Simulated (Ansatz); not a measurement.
# Al: computed properties

These are results of DFT PBE+D3(BJ), scalar-relativistic, plane waves, PAW in Ansatz 0.2.0, not measurements.

Plane waves to 420 eV, a k mesh through Γ of 18×18×6 on the computed 4-atom cell and Gaussian smearing (0.10 eV); no spin polarisation.

The structure is relaxed at this level of theory with its symmetry kept. This form isn't the element's structure at ambient conditions.

```
CELL_PARAMETERS angstrom
2.81478 0.00000 0.00000
-1.40739 2.43767 0.00000
0.00000 0.00000 9.24180
ATOMIC_POSITIONS crystal
Al 0.00000 0.00000 0.00000
Al 0.33333 0.66667 0.25000
Al 0.00000 0.00000 0.50000
Al 0.66667 0.33333 0.75000
```

- Space group: P6_3/mmc (No. 194)
- Volume per atom: 15.85 Å³
- Kohn–Sham band gap: none (metal)
- Density of states at the Fermi level: 1.48 states/eV per cell
- Löwdin character within 0.5 eV of the Fermi level: Al 3p 65 %, Al 3s 29 %, unprojected 5 %
- Bulk modulus: 86 GPa
- Its pressure derivative: 4.3
- Bader charges (e): Al (2 in the cell) 0.04, Al (2 in the cell) -0.04